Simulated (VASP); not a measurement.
# C (P6_3/mmc) in VASP: further runs, part 2 of 2

VASP 6.6.1. Earlier steps stand in the parts before.

## (3) Relaxation of cell and atoms, PBE+D4

This run uses another cell than the first one, of 8.71 Å³/atom, 0.996 times its volume.

File INCAR:

```
  PREC = Accurate
  ENCUT = 520
  EDIFF = 1E-7
  ISMEAR = 0
  SIGMA = 0.02
  LREAL = False
  LASPH = True
  NELM = 100
  ALGO = Normal
  ISIF = 3
  LWAVE = False
  LCHARG = False
  GGA = PE
  IVDW = 13
  IBRION = 2
  NSW = 80
  EDIFFG = -0.002
  KPAR = 4
```

File KPOINTS:

```
Automatic mesh
0
Gamma
  15 15 6
```

File POSCAR:

```
C                                       
1.0
    2.4612776206     -0.0000000000     -0.0000000000
   -1.2306388103      2.1315289435      0.0000000000
    0.0000000000     -0.0000000000      6.6436903281
  C             
     4
Direct
     0.0000000000000000    0.0000000000000000    0.7500000000000000
     0.0000000000000000    1.0000000000000000    0.2500000000000000
     0.3333333300000021    0.6666666699999979    0.7500000000000000
     0.6666666699999979    0.3333333300000021    0.2500000000000000
```

Potentials or basis: VASP PAW PBE potentials, release 64 (C).

Command:

```console
$ cat potpaw_PBE.64/C/POTCAR > POTCAR
$ mpirun -np 4 vasp_std > vasp.out
```

OUTCAR:

```text
PREC = Accurate
   ENCUT = 520
   EDIFF = 1E-7
   ISMEAR = 0
   LREAL = False
   LASPH = True
   NELM = 100
   ISIF = 3
   GGA = PE
   IVDW = 13
   IBRION = 2
   NSW = 80
   EDIFFG = -0.002

 ion  position               nearest neighbor table
   1  0.000  0.000  0.750-   3 1.42   3 1.42   3 1.42
   2  0.000  0.000  0.250-   4 1.42   4 1.42   4 1.42
   3  0.333  0.667  0.750-   1 1.42   1 1.42   1 1.42
   4  0.667  0.333  0.250-   2 1.42   2 1.42   2 1.42

  LATTYP: Found a hexagonal cell.
 ALAT       =     2.4612776206
 C/A-ratio  =     2.6992852300

  Lattice vectors:

 A1 = (   2.4612776206,   0.0000000000,   0.0000000000)
 A2 = (  -1.2306388103,   2.1315289435,   0.0000000000)
 A3 = (   0.0000000000,   0.0000000000,   6.6436903281)

Analysis of symmetry for initial positions (statically):
=====================================================================
 Subroutine PRICEL returns:
 Original cell was already a primitive cell.

 Routine SETGRP: Setting up the symmetry group for a
 hexagonal supercell.

 Subroutine GETGRP returns: Found 24 space group operations
 (whereof 12 operations were pure point group operations)
 out of a pool of 24 trial point group operations.

The static configuration has the point symmetry D_3d.
 The point group associated with its full space group is D_6h.

Analysis of symmetry for dynamics (positions and initial velocities):
=====================================================================
 Subroutine PRICEL returns:
 Original cell was already a primitive cell.

 Routine SETGRP: Setting up the symmetry group for a
 hexagonal supercell.

 Subroutine GETGRP returns: Found 24 space group operations
 (whereof 12 operations were pure point group operations)
 out of a pool of 24 trial point group operations.

The dynamic configuration has the point symmetry D_3d.
 The point group associated with its full space group is D_6h.

 Subroutine INISYM returns: Found 24 space group operations
 (whereof 12 operations are pure point group operations),
 and found     1 'primitive' translations

----------------------------------------------------------------------------------------

                                     Primitive cell

  volume of cell :      34.8547

  direct lattice vectors                    reciprocal lattice vectors
     2.461277621  0.000000000  0.000000000     0.406293054  0.234573404  0.000000000
    -1.230638810  2.131528944  0.000000000     0.000000000  0.469146808  0.000000000
     0.000000000  0.000000000  6.643690328     0.000000000  0.000000000  0.150518755

  length of vectors
     2.461277621  2.461277619  6.643690328     0.469146808  0.469146808  0.150518755

  position of ions in fractional coordinates (direct lattice)
     0.000000000  0.000000000  0.750000000
     0.000000000  0.000000000  0.250000000
     0.333333330  0.666666670  0.750000000
     0.666666670  0.333333330  0.250000000

  ion indices of the primitive-cell ions
   primitive index   ion index
                 1           1
                 2           2
                 3           3
                 4           4

----------------------------------------------------------------------------------------

 KPOINTS: Automatic mesh
[... 55 lines left out ...]
   ions per type =               4
   NGX,Y,Z   is equivalent  to a cutoff of  12.16, 12.16, 12.51 a.u.
   NGXF,Y,Z  is equivalent  to a cutoff of  24.32, 24.32, 25.02 a.u.
 SYSTEM =  unknown system
   PREC   = accura    normal or accurate (medium, high low for compatibility)
   ISTART =      0    job   : 0-new  1-cont  2-samecut
   ICHARG =      2    charge: 1-file 2-atom 10-const
   ISPIN  =      1    spin polarized calculation?
   LNONCOLLINEAR =      F non collinear calculations
   LSORBIT =      F    spin-orbit coupling
   LASPH  =      T    aspherical Exc in radial PAW
   ENCUT  =  520.0 eV  38.22 Ry    6.18 a.u.   4.58  4.58 12.35*2*pi/ulx,y,z
   NELM   =    100;   NELMIN=  2; NELMDL= -5     # of ELM steps
   EDIFF  = 0.1E-06   stopping-criterion for ELM
   LREAL  =      F    real-space projection
   EDIFFG = -.2E-02   stopping-criterion for IOM
   NSW    =     80    number of steps for IOM
   IBRION =      2    ionic relax: 0-MD 1-quasi-New 2-CG
   NFREE  =      1    steps in history (QN), initial steepest desc. (CG)
   ISIF   =      3    stress and relaxation
   ISYM   =      2    0-nonsym 1-usesym 2-fastsym
   POTIM  = 0.5000    time-step for ionic-motion
   TEBEG  =    0.0;   TEEND  =   0.0 temperature during run
   PSTRESS=    0.0 pullay stress
   NELECT =      16.0000    total number of electrons
   NUPDOWN=      -1.0000    fix difference up-down
   EMIN   =  10.00;   EMAX   =-10.00  energy-range for DOS
   EFERMI =   0.00;   METHOD = LEGACY
   ISMEAR =     0;   SIGMA  =   0.02  broadening in eV -4-tet -1-fermi 0-gaus
   EFERMI_NEDOS =   21; number of points for ismear=-14 and -15
   IALGO  =     38    algorithm
   IMIX   =      4    mixing-type and parameters
     AMIX     =   0.40;   BMIX     =  1.00
     AMIX_MAG =   1.60;   BMIX_MAG =  1.00
  volume/ion in A,a.u.               =       8.71        58.80
  Fermi-wavevector in a.u.,A,eV,Ry     =   1.262877  2.386492 21.699368  1.594859
  Thomas-Fermi vector in A             =   2.396263
   LORBIT       =      0    0 simple, 1 ext, 2 COOP (PROOUT), +10 PAW based schemes
   GGA     = PE    functional components
   LHFCALC =     F    Hartree Fock is set to
   AEXX    =    0.0000 exact exchange contribution
   IVDW    =    13    specifies the selected vdW correction
   LEPSILON=     F    determine dielectric tensor
   LRPA    =     F    only Hartree local field effects (RPA)
 conjugate gradient relaxation of ions
 non-spin polarized calculation
 Gauss-broadening in eV      SIGMA  =   0.02
  energy-cutoff  :      520.00
  volume of cell :       34.85
 maximum number of plane-waves:       967
   NGX =  9   NGY =  9   NGZ = 25

 number of electron      15.9999994 magnetization

 Free energy of the ion-electron system (eV)
  ---------------------------------------------------
  ext. energy  EPLUGINS =         0.00000000
  ---------------------------------------------------
  free energy    TOTEN  =       -36.83201242 eV

  energy without entropy =      -36.83184379  energy(sigma->0) =      -36.83192810

 E-fermi :   4.7856     XC(G=0): -10.4014

 val. band max:        4.7837101666   @ k =   0.3333   0.3333   0.5000
 cond. band min:       4.7954187980   @ k =   0.3333   0.3333   0.3333
 fundamental gap:      0.0117086315
 Fermi energy:         4.7856268919

 k-point     1 :       0.0000    0.0000    0.0000
  band No.  band energies     occupation
      1     -14.9060      2.00000
      2     -14.5826      2.00000
      3      -3.7927      2.00000
      4      -1.7280      2.00000
      5       1.7781      2.00000
      6       1.7781      2.00000
      7       1.7984      2.00000
      8       1.7984      2.00000
      9       9.1463      0.00000
     10      13.1437      0.00000
     11      13.1460      0.00000
     12      13.1999      0.00000
[... 331 lines left out ...]
 k-point    24 :       0.4000    0.2000    0.0000
  band No.  band energies     occupation
      1      -8.9313      2.00000
      2      -8.8173      2.00000
      3      -7.9170      2.00000
      4      -7.8443      2.00000
      5      -4.0974      2.00000
      6      -3.9855      2.00000
      7       2.8549      2.00000
      8       3.5539      2.00000
      9       6.1657      0.00000
     10       6.2951      0.00000
     11      15.3444      0.00000
     12      16.0432      0.00000

 [... further k-points ...]

------------------------ aborting loop because EDIFF is reached ----------------------------------------

  DFT-D4 for vdW energy calculation

  Edisp (eV):   -0.71137

  FORCE on cell =-STRESS in cart. coord.  units (eV):
  Direction    XX          YY          ZZ          XY          YZ          ZX
  --------------------------------------------------------------------------------------
  -------------------------------------------------------------------------------------
  Total       0.00034     0.00034    -0.00097     0.00000    -0.00000     0.00000
  in kB       0.01568     0.01568    -0.04438     0.00000    -0.00000     0.00000
  external pressure =       -0.00 kB  Pullay stress =        0.00 kB

 VOLUME and BASIS-vectors are now :
 -----------------------------------------------------------------------------
  energy-cutoff  :      520.00
  volume of cell :       34.85
      direct lattice vectors                 reciprocal lattice vectors
     2.461277621  0.000000000  0.000000000     0.406293054  0.234573404  0.000000000
    -1.230638810  2.131528944  0.000000000     0.000000000  0.469146808  0.000000000
     0.000000000  0.000000000  6.643690328     0.000000000  0.000000000  0.150518755

 POSITION                                       TOTAL-FORCE (eV/Angst)
 -----------------------------------------------------------------------------------
      0.00000      0.00000      4.98277         0.000000      0.000000     -0.000000
      0.00000      0.00000      1.66092        -0.000000     -0.000000     -0.000000
     -0.00000      1.42102      4.98277         0.000000      0.000000      0.000000
      1.23064      0.71051      1.66092        -0.000000     -0.000000      0.000000
 -----------------------------------------------------------------------------------
    total drift:                               -0.000000      0.000000     -0.000000

  FREE ENERGIE OF THE ION-ELECTRON SYSTEM (eV)
  ---------------------------------------------------
  free  energy   TOTEN  =       -37.5433852526 eV

  energy  without entropy=      -37.5432166182  energy(sigma->0) =      -37.54330094

 reached required accuracy - stopping structural energy minimisation
```

Run time: 14 s. Hardware: 4 MPI ranks of Intel Xeon Platinum 8259CL at 2.50GHz (Skylake/Cascade Lake), shared host; peak memory 0.15 GiB.

Results:

| Property | Result |
| --- | --- |
| Free energy | -37.5434 eV |
| Pressure after relaxing | 0.0 GPa |
| Band gap on the k mesh | none (metal or under the smearing width) |
| Dispersion energy per atom | -0.178 eV |

Final structure:
```
CELL_PARAMETERS angstrom
2.46128 0.00000 0.00000
-1.23064 2.13153 0.00000
0.00000 0.00000 6.64369
ATOMIC_POSITIONS crystal
C 0.00000 0.00000 0.75000
C 0.00000 0.00000 0.25000
C 0.33333 0.66667 0.75000
C 0.66667 0.33333 0.25000
```

Caveat: the relaxation stopped at its first step, so nothing moved.

## (4) Vibrations by finite differences, PBE+D4

This run uses another cell than the first one, of 8.71 Å³/atom, 0.996 times its volume.

File INCAR:

```
SYSTEM = C
  PREC = Accurate
  ENCUT = 520
  EDIFF = 1E-8
  ISMEAR = 0
  SIGMA = 0.02
  LREAL = .False.
  LASPH = .True.
  NELM = 100
  ALGO = Normal
  ISIF = 2
  LWAVE = .False.
  LCHARG = .False.
  GGA = PE
  IVDW = 13
  NBANDS = 16
  IBRION = 6
  NFREE = 2
  POTIM = 0.015
  NSW = 1
  KPAR = 4
```

File KPOINTS:

```
regular mesh
0
Gamma
  15 15 6
  0 0 0
```

File POSCAR:

```
C                                       
1.0
    2.4612776206      0.0000000000      0.0000000000
   -1.2306388103      2.1315289435      0.0000000000
    0.0000000000      0.0000000000      6.6436903281
  C             
     4
Direct
     0.0000000000000000    0.0000000000000000    0.7500000000000000
     0.0000000000000000    0.0000000000000000    0.2500000000000000
     0.3333333300000021    0.6666666699999979    0.7500000000000000
     0.6666666699999979    0.3333333300000021    0.2500000000000000
```

Potentials or basis: VASP PAW PBE potentials, release 64 (C).

Command:

```console
$ cat potpaw_PBE.64/C/POTCAR > POTCAR
$ mpirun -np 4 vasp_std > vasp.out
```

OUTCAR:

```text
SYSTEM = C
   PREC = Accurate
   ENCUT = 520
   EDIFF = 1E-8
   ISMEAR = 0
   LREAL = .False.
   LASPH = .True.
   NELM = 100
   ISIF = 2
   GGA = PE
   IVDW = 13
   IBRION = 6
   NFREE = 2
   POTIM = 0.015
   NSW = 1

 ion  position               nearest neighbor table
   1  0.000  0.000  0.750-   3 1.42   3 1.42   3 1.42
   2  0.000  0.000  0.250-   4 1.42   4 1.42   4 1.42
   3  0.333  0.667  0.750-   1 1.42   1 1.42   1 1.42
   4  0.667  0.333  0.250-   2 1.42   2 1.42   2 1.42

  LATTYP: Found a hexagonal cell.
 ALAT       =     2.4612776206
 C/A-ratio  =     2.6992852300

  Lattice vectors:

 A1 = (   2.4612776206,   0.0000000000,   0.0000000000)
 A2 = (  -1.2306388103,   2.1315289435,   0.0000000000)
 A3 = (   0.0000000000,   0.0000000000,   6.6436903281)

Analysis of symmetry for initial positions (statically):
=====================================================================
 Subroutine PRICEL returns:
 Original cell was already a primitive cell.

 Routine SETGRP: Setting up the symmetry group for a
 hexagonal supercell.

 Subroutine GETGRP returns: Found 24 space group operations
 (whereof 12 operations were pure point group operations)
 out of a pool of 24 trial point group operations.

The static configuration has the point symmetry D_3d.
 The point group associated with its full space group is D_6h.

Analysis of symmetry for dynamics (positions and initial velocities):
=====================================================================
 Subroutine PRICEL returns:
 Original cell was already a primitive cell.

[... 497 lines left out ...]

 number of electron      15.9999994 magnetization

 Free energy of the ion-electron system (eV)
  ---------------------------------------------------
  ext. energy  EPLUGINS =         0.00000000
  ---------------------------------------------------
  free energy    TOTEN  =       -36.83011442 eV

  energy without entropy =      -36.82994655  energy(sigma->0) =      -36.83003048

 E-fermi :   4.7853     XC(G=0): -10.4015

 val. band max:        4.7803529553   @ k =   0.3333   0.3333   0.5000
 cond. band min:       4.7864910571   @ k =   0.3333   0.3333   0.5000
 fundamental gap:      0.0061381018
 Fermi energy:         4.7853219757

 k-point     1 :       0.0000    0.0000    0.0000
  band No.  band energies     occupation
      1     -14.9058      2.00000
      2     -14.5823      2.00000
      3      -3.7927      2.00000
      4      -1.7275      2.00000
      5       1.7790      2.00000
      6       1.7790      2.00000
[... 433 lines left out ...]
      3      -7.9165      2.00000
      4      -7.8438      2.00000
      5      -4.0967      2.00000
      6      -3.9847      2.00000
[... 8 lines left out ...]
     15      16.9823      0.00000
     16      16.9911      0.00000

 [... further k-points ...]

------------------------ aborting loop because EDIFF is reached ----------------------------------------

  DFT-D4 for vdW energy calculation

  Edisp (eV):   -0.71138
[... 27 lines left out ...]
  FREE ENERGIE OF THE ION-ELECTRON SYSTEM (eV)
  ---------------------------------------------------
  free  energy   TOTEN  =       -37.5414925619 eV

  energy  without entropy=      -37.5413246945  energy(sigma->0) =      -37.54140863

 INTERNAL STRAIN TENSORS FROM DISPLACED ATOMS
 ============================================

 INTERNAL STRAIN TENSOR FOR ION    1 for displacements in x,y,z  (eV/Angst):
          X           Y           Z          XY          YZ          ZX
  --------------------------------------------------------------------------------
  x     0.00000    -0.00000     0.00000   -10.75695     0.00000     0.00000
  y   -10.75695    10.75695     0.00000     0.00000     0.00000     0.00000
  z     0.00000     0.00000    -0.00000     0.00000     0.00000     0.00000

 INTERNAL STRAIN TENSOR FOR ION    4 for displacements in x,y,z  (eV/Angst):
          X           Y           Z          XY          YZ          ZX
  --------------------------------------------------------------------------------
  x     0.00000     0.00000     0.00000   -11.05414     0.00000     0.00000
  y   -11.05414    11.05414     0.00000     0.00000     0.00000     0.00000
  z     0.00000    -0.00000     0.00000     0.00000     0.00000     0.00000

 Eigenvectors and eigenvalues of the dynamical matrix
 ----------------------------------------------------

   1 f  =   46.628704 THz   292.976787 2PiTHz 1555.366143 cm-1   192.840737 meV
             X         Y         Z           dx          dy          dz
      0.000000  0.000000  4.982768    -0.500008   -0.000000    0.000000
      0.000000  0.000000  1.660923    -0.500008   -0.000000   -0.000000
     -0.000000  1.421019  4.982768     0.499992    0.000000    0.000000
      1.230639  0.710510  1.660923     0.499992    0.000000   -0.000000
[... 71 lines left out ...]
  12 f/i=    0.985074 THz     6.189403 2PiTHz   32.858537 cm-1     4.073938 meV
             X         Y         Z           dx          dy          dz
      0.000000  0.000000  4.982768     0.499524   -0.000001    0.000000
      0.000000  0.000000  1.660923    -0.499524    0.000001    0.000000
     -0.000000  1.421019  4.982768     0.500475   -0.000001    0.000000
      1.230639  0.710510  1.660923    -0.500475    0.000001    0.000000

 ELASTIC MODULI CONTR FROM IONIC RELAXATION (kBar)
 Direction    XX          YY          ZZ          XY          YZ          ZX
 --------------------------------------------------------------------------------
 XX        -205.6540    205.6540      0.0000      0.0000      0.0000      0.0000
 YY         205.6540   -205.6540     -0.0000     -0.0000      0.0000      0.0000
 ZZ           0.0000     -0.0000     -0.0000     -0.0000      0.0000      0.0000
 XY           0.0000     -0.0000     -0.0000   -205.6540      0.0000      0.0000
 YZ           0.0000      0.0000      0.0000      0.0000      0.0000      0.0000
 ZX           0.0000      0.0000      0.0000      0.0000      0.0000      0.0000
 --------------------------------------------------------------------------------
```

Wall time 4.7 min (4 MPI ranks of Intel Xeon Platinum 8259CL at 2.50GHz (Skylake/Cascade Lake), shared host); peak memory 0.4 GiB.

What came out:

* Highest phonon frequency at Γ: 1555 cm⁻¹
* Most unstable mode: 33i cm⁻¹
* Dispersion energy per atom: -0.178 eV

Phonon frequencies in cm⁻¹ (negative: imaginary):
| q point | frequencies |
| --- | --- |
| (0.000, 0.000, 0.000) | -33 -33 0 0 0 116 860 869 1552 1552 1555 1555 |

Caveat: some modes are imaginary.
